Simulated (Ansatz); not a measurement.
# ZrSe2 in Ansatz: reference runs

Aim: a first look at ZrSe2 with PBE, on the cell as given.

Program: Ansatz 0.2.0. These are calculated values, not measurements. Logs are shortened: lines on timing, memory, paths and dates and some standing lists are left out, and cuts for length are marked.

## (1) The cell of the first run

The cell holds a slab with vacuum, 6 atoms: a = 3.798 Å, b = 3.798 Å, c = 24.288 Å, α = 90.00°, β = 90.00°, γ = 120.00°.

## (2) Single point, PBE (the (0 0 1) slab of ZrSe2, cut from the database cell, not relaxed)

input.yaml

```yaml
crystal:
  lattice:
    - [3.7979980585, 0.0, 0.0]
    - [-1.8989990293, 3.2891628023, 0.0]
    - [0.0, 0.0, 24.288]
  atoms:
    - { symbol: Se, position: [0.6666666667, 0.3333333334, 0.3087944664] }
    - { symbol: Zr, position: [0.0, 0.0, 0.3725296443] }
    - { symbol: Se, position: [0.3333333333, 0.6666666666, 0.4362648221] }
    - { symbol: Se, position: [0.6666666667, 0.3333333334, 0.5637351779] }
    - { symbol: Zr, position: [0.0, 0.0, 0.6274703557] }
    - { symbol: Se, position: [0.3333333333, 0.6666666666, 0.6912055336] }
hamiltonian:
  xc: pbe
  pseudopotentials: { kind: paw }
kpoints:
  mp_grid: { grid: [8, 8, 1] }
scf:
  occupations: { method: fermi_dirac, width: 0.05 }
output:
  forces: true
  eigenvalues: true
efield:
  axis: 3
  dipole_correction: true
  ramp_width: 0.04
```

Potentials or basis: Ansatz PAW.

Launch:

```
> ansatz run input.yaml --threads 4 --pin off --max-ram 11264MiB --backend cpu --events-out ev --progress --plain --runs-dir out
```

Log:

```text
Warning: RAYON_NUM_THREADS=4 ignored (pool sized by the plan → 4); use --threads N
Engine: ansatz 0.2.0, aarch64-unknown-linux-gnu
Pseudopotentials: kind: paw
Pseudopotential: Se, paw, valence charge 16, recommended cutoff 420 eV (normal), Se.paw.azcp
Pseudopotential: Zr, paw, valence charge 12, recommended cutoff 420 eV (normal), Zr.paw.azcp
Functional definition: PBE
  parameter kappa = 0.804
  parameter beta = 0.06672455060314922
  exchange = pbe_x(kappa = kappa, mu = beta*pi^2/3)
  correlation = pbe_c(beta = beta)
Crystal: 6 atoms, lattice volume = 303.411 Å³
Basis set: ecut = 420 eV, 5913 PW (Γ), exchange–correlation on 54×54×360 points (8 copies of the dense FFT grid, shifted against one another)
Bands: 53, of which v1, the nominal top of the filled ones, is band 44 counted from 1 (43 counted from 0)
Symmetry: 6 space group operations
k-points: 10 of 64 (time reversal used)
Non-local potential: Se, projectors of the file, l = 0: 2, l = 1: 2, l = 2: 3, l = 3: 1
Non-local potential: Zr, projectors of the file, l = 0: 3, l = 1: 2, l = 2: 2, l = 3: 2
PAW form: soft (Blöchl's): semilocal exchange-correlation on the pseudo side does not see the compensation charge
PAW one-centre angular grid: Se, 590 points (default); XC on 64 Gauss nodes
PAW one-centre angular grid: Zr, 590 points (default); XC on 64 Gauss nodes
Initial density: superposition of atomic densities (neutral atoms: chi_scale 0, normalization atom), corrected by the library's trained network
Initial wavefunctions: pseudopotential atomic-orbital guess
Functional: x = pbe(κ = 0.804, μ = 0.2195149727645171), c = pbe(β = 0.06672455060314922)
SCF iter   1: F=—  HF=-30252.086583 eV  |F-HF|=—  |Δ(HF+E_count)|=         —  Δρ=1.05e-3  dr2=2.16e-2  ethr=1.77e-3  p=-0.000 e·Å  D=-3.03e-14 V/Å  ΔV_dip=0.00 eV  dr2_dipole=1.93e-9  V_vac-E_F(+/−)=5.28/5.28 eV  ⟨swp⟩=7.3  Hψ=2017  notcnv=0  defer=1
efield: sawtooth ramp at fractional position 0.9800 (placed from the atoms, in the widest stretch of the axis that holds none; the zero of the levels goes with the place), width 0.0400; the density the first Hamiltonian is built on has a dipole p = -0.000 e·Å; the dipole correction subtracts the counter field D = -3.03e-14 V/Å, which shifts the + side's vacuum level by +0.00 eV against the − side's; the planar-averaged density in the ramp window peaks in size at 3.0e-5 e/Å³
preconditioner: auto → Resta (q_TF=auto, 2.220 Å⁻¹)  ε∞=3.5  [insulator: Δε(μ)=0.515 eV  Ē_g=7.647 eV  σ=0.050 eV  W_gap=0.99  n_scr=70 (ndim 8)  ℏωp=12.1 eV  f_vac=0.497  D(μ)=0.02/eV (n_scr^D=0)  ε∞_Penn≈3.5  vacuum switching on, ρ_ref=4.2e-3 e/Å³]
SCF iter   2: F=—  HF=-30252.084973 eV  |F-HF|=—  |Δ(HF+E_count)|=   1.61e-3  Δρ=7.21e-4  dr2=6.67e-3  ethr=2.46e-5  p=0.000 e·Å  D=7.44e-6 V/Å  ΔV_dip=-0.00 eV  dr2_dipole=2.24e-8  V_vac-E_F(+/−)=5.39/5.39 eV  ⟨swp⟩=2.0  Hψ=869  notcnv=0  defer=24
SCF iter   3: F=—  HF=-30252.084527 eV  |F-HF|=—  |Δ(HF+E_count)|=   4.46e-4  Δρ=3.68e-4  dr2=3.13e-4  ethr=7.57e-6  p=-0.000 e·Å  D=-7.03e-6 V/Å  ΔV_dip=0.00 eV  dr2_dipole=7.60e-10  V_vac-E_F(+/−)=5.36/5.36 eV  ⟨swp⟩=2.0  Hψ=586  notcnv=0  defer=24
SCF iter   4: F=—  HF=-30252.085063 eV  |F-HF|=—  |Δ(HF+E_count)|=   5.36e-4  Δρ=6.49e-5  dr2=1.76e-5  ethr=3.56e-7  p=0.000 e·Å  D=8.43e-6 V/Å  ΔV_dip=-0.00 eV  dr2_dipole=6.11e-9  V_vac-E_F(+/−)=5.38/5.38 eV  ⟨swp⟩=2.3  Hψ=678  notcnv=0  defer=24
SCF iter   5: F=—  HF=-30252.084935 eV  |F-HF|=—  |Δ(HF+E_count)|=   1.28e-4  Δρ=1.97e-5  dr2=1.83e-6  ethr=2.00e-8  p=-0.000 e·Å  D=-1.12e-5 V/Å  ΔV_dip=0.00 eV  dr2_dipole=1.94e-8  V_vac-E_F(+/−)=5.39/5.39 eV  ⟨swp⟩=2.1  Hψ=736  notcnv=0  defer=24
SCF iter   6: F=—  HF=-30252.084934 eV  |F-HF|=—  |Δ(HF+E_count)|=   1.03e-6  Δρ=8.31e-6  dr2=7.19e-7  ethr=2.08e-9  p=0.000 e·Å  D=3.50e-5 V/Å  ΔV_dip=-0.00 eV  dr2_dipole=1.60e-7  V_vac-E_F(+/−)=5.39/5.39 eV  ⟨swp⟩=2.1  Hψ=725  notcnv=0  defer=24
SCF iter   7: F=—  HF=-30252.084934 eV  |F-HF|=—  |Δ(HF+E_count)|=   1.12e-7  Δρ=4.87e-6  dr2=3.99e-7  ethr=8.17e-10  p=-0.000 e·Å  D=-3.80e-5 V/Å  ΔV_dip=0.00 eV  dr2_dipole=1.84e-7  V_vac-E_F(+/−)=5.39/5.39 eV  ⟨swp⟩=2.0  Hψ=632  notcnv=0  defer=24
SCF iter   8: F=-30252.084934 eV  HF=-30252.084934 eV  |F-HF|=4.67e-8  |Δ(HF+E_count)|=   1.74e-8  Δρ=2.93e-6  dr2=7.86e-8  ethr=1.14e-10  p=-0.000 e·Å  D=-2.35e-6 V/Å  ΔV_dip=0.00 eV  dr2_dipole=1.06e-9  V_vac-E_F(+/−)=5.39/5.39 eV  ⟨swp⟩=9.5  Hψ=2139  notcnv=0
SCF 1 converged in 8 iterations: F = -30252.084934 eV  dr2 = 7.86e-8
SCF converged after 8 iterations
Free energy (F): -30252.084934 eV
Harris-Foulkes:  -30252.084934 eV  (|F-HF|=4.67e-8)
Internal energy: -30252.084555 eV  (E = F + TS)
E sigma→0 (E₀):  -30252.084745 eV
Entropy (-TS):   -0.000379 eV (-0.063 meV/atom)
Fermi energy:    1.877251 eV
Dipole field:    D = 0.000033 V/Å  (p = 0.000056 e·Å, saw-weighted, corrected)
Work function:   Φ+ = 5.3940 eV   Φ− = 5.3949 eV
Levels:          The Fermi level and band energies are counted from a zero that moves with the ramp; work functions are not
--- Per-component energies (eV) ---
  E_band       = -2409.788304
  E_kinetic    = 1141.075516
  E_local      = -72187.728983  (includes V_loc(G=0)·N_el)
  E_nonlocal   = -2228.457120
  E_hartree    = 35461.513766
  E_xc         = -742.530798
  E_vxc        = -777.454697  (∫ρ·V_xc dr)
  E_paw        = -13550.346375  (= ΣΔE_a)
  E_vpaw       = 719.751118  (= ΣTr[D̂ρ^β])
  E_aug_tail   = -0.002341  (compensation charges beyond the density's cutoff)
  E_efield     = 0.000000  (sawtooth field / dipole correction)
  E_vefield    = 0.000000  (∫n·V_field dr)
  E_ewald      = 21854.391780
  E_smearing   = -0.000379  (= −TS)
  E_closure    = 0.000000  (closes the sum)
  Σ components = -30252.084934   (vs F -30252.084934, Δ=0.00e0)
--- Forces (eV/Å), atoms counted from 1 ---
  atom   1  Se     0.00000000     0.00000000    -0.34844177
  atom   2  Zr     0.00000000    -0.00000000    -0.02512657
  atom   3  Se    -0.00000000     0.00000000     0.27533433
  atom   4  Se     0.00000000     0.00000000    -0.27546625
  atom   5  Zr    -0.00000000     0.00000000     0.02516457
  atom   6  Se    -0.00000000     0.00000000     0.34852314
  max |Σ_I F_I| component: 1.25e-5 eV/Å
--- Band table (eV; the first three rows and the last of 10) ---
  k-point 0: bands = ["-47.7638", "-47.7635", "-45.1804", "-45.1804", "-45.1802", "-45.1802", "-45.1744", "-45.1743", "-45.1728", "-45.1728", "-45.1727", "-45.1727", "-45.1346", "-45.1346", "-45.1346", "-45.1346", "-45.1277", "-45.1277", "-45.1277", "-45.1277", "-45.1255", "-45.1255", "-25.8148", "-25.8145", "-25.7027", "-25.7027", "-25.7024", "-25.7024", "-11.4263", "-11.2860", "-10.4920", "-10.3138", "-2.7133", "-2.1539", "-0.9968", "-0.9968", "-0.9730", "-0.9730", "0.1340", "1.1195", "1.5511", "1.5511", "1.6336", "1.6336", "2.7433", "2.7433", "2.7568", "2.7568", "3.3843", "3.6003", "6.1602", "6.1602", "6.2693"]
  k-point 1: bands = ["-47.7623", "-47.7620", "-45.1804", "-45.1802", "-45.1802", "-45.1800", "-45.1743", "-45.1742", "-45.1728", "-45.1727", "-45.1727", "-45.1727", "-45.1346", "-45.1345", "-45.1344", "-45.1344", "-45.1277", "-45.1277", "-45.1277", "-45.1277", "-45.1255", "-45.1254", "-25.8084", "-25.8081", "-25.7302", "-25.7299", "-25.7085", "-25.7083", "-11.2897", "-11.1521", "-10.4841", "-10.3219", "-2.5272", "-2.0018", "-1.4046", "-1.2326", "-0.9266", "-0.8918", "0.4716", "0.4917", "0.6707", "1.0797", "1.1759", "1.2871", "2.8100", "2.8196", "3.2654", "3.2731", "3.6567", "3.9668", "5.5204", "5.5688", "6.0339"]
  k-point 2: bands = ["-47.7589", "-47.7586", "-45.1804", "-45.1801", "-45.1798", "-45.1796", "-45.1742", "-45.1741", "-45.1728", "-45.1727", "-45.1726", "-45.1725", "-45.1344", "-45.1344", "-45.1340", "-45.1339", "-45.1278", "-45.1277", "-45.1276", "-45.1276", "-45.1253", "-45.1253", "-25.7990", "-25.7987", "-25.7893", "-25.7890", "-25.7226", "-25.7223", "-10.9466", "-10.8203", "-10.4535", "-10.3340", "-2.1927", "-1.7985", "-1.7647", "-1.4709", "-0.9670", "-0.8209", "-0.7602", "-0.7228", "0.5720", "0.6836", "0.7471", "1.0985", "2.5228", "2.5709", "3.8469", "3.8868", "4.0598", "4.3375", "5.3019", "5.7314", "6.0115"]
  k-point 9: bands = ["-47.7531", "-47.7528", "-45.1803", "-45.1802", "-45.1789", "-45.1787", "-45.1740", "-45.1739", "-45.1726", "-45.1726", "-45.1725", "-45.1724", "-45.1344", "-45.1344", "-45.1330", "-45.1329", "-45.1277", "-45.1277", "-45.1275", "-45.1275", "-45.1251", "-45.1251", "-25.8518", "-25.8515", "-25.8009", "-25.8006", "-25.7655", "-25.7652", "-10.3792", "-10.3482", "-10.2464", "-10.2331", "-2.2750", "-2.2707", "-1.8868", "-1.7837", "-1.3610", "-1.2884", "-0.6464", "-0.5952", "-0.5795", "-0.4368", "-0.0704", "-0.0663", "3.2633", "3.3349", "4.0495", "4.1434", "4.2079", "4.2566", "5.7474", "5.9744", "6.2925"]
```

Run time: 3 s. Hardware: 4 threads of Arm Neoverse V2, shared host; peak memory 0.68 GiB.

Results:

```yaml
Free_energy: -30252.0849 eV
Largest_force: 0.349 eV/Å
Band_gap_on_the_k_mesh: 0.52 eV, indirect (least direct gap 1.11 eV)
Work_function_of_the_upper_face: 5.39 eV
Work_function_of_the_lower_face: 5.39 eV
Dipole_across_the_slab: 0.000 e·Å
```

Forces in eV/Å, atoms in the order of the input:
```
Se   0.000  0.000 -0.348
Zr   0.000  0.000 -0.025
Se   0.000  0.000  0.275
Se   0.000  0.000 -0.275
Zr   0.000  0.000  0.025
Se   0.000  0.000  0.349
```
